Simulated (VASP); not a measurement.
Set up this calculation in VASP 6.6.1, as the native input.

- Task: single point
- Functional: PBE
- Potentials or basis: VASP PAW PBE potentials, release 64 (Ag, Cl)
- Cutoff: 520 eV
- k mesh: 4 × 4 × 4
- Occupations: gaussian, width 0.1 eV
- Spin: no spin polarisation
- Dipole correction: no
- Further INCAR settings: ALGO = Normal; EDIFF = 1e-07; NBANDS = 16

The structure of AgCl lies in POSCAR:

```
AgCl
1.0
    0.0000000000      2.7726629968      2.7726629968
    2.7726629968      0.0000000000      2.7726629968
    2.7726629968      2.7726629968      0.0000000000
Ag Cl
1 1
Direct
    0.0000000000      0.0000000000      0.0000000000
    0.5000000000      0.5000000000      0.5000000000
```

The cell is a database's computed one.

These files were run (other wordings do the same):

INCAR

```
PREC = Accurate ; ENCUT = 520
EDIFF = 1E-7 ; ISMEAR = 0
SIGMA = 0.1 ; LREAL = F
LASPH = T ; NELM = 80
ALGO = Normal ; ISIF = 2
LWAVE = F ; LCHARG = F
GGA = PE ; NBANDS = 16
```

KPOINTS

```
regular mesh
0
Gamma
  4 4 4
```

Potentials or basis: VASP PAW PBE potentials, release 64 (Ag, Cl).

Launch:

```console
$ cat potpaw_PBE.64/Ag/POTCAR potpaw_PBE.64/Cl/POTCAR > POTCAR
$ mpirun -np 1 vasp_std > vasp.out
```

Results of the run:

```yaml
Pressure: 1.7 GPa
Band_gap_on_the_k_mesh: 0.90 eV, indirect (least direct gap 3.23 eV)
```

Caveat: the k mesh is coarse (spacing up to 0.49 Å⁻¹), so the values aren't converged.

Run time: 4.2 s on 1 thread of AMD EPYC 9R45 96-Core Processor (Zen 5), on a shared host, peak memory 0.13 GiB.
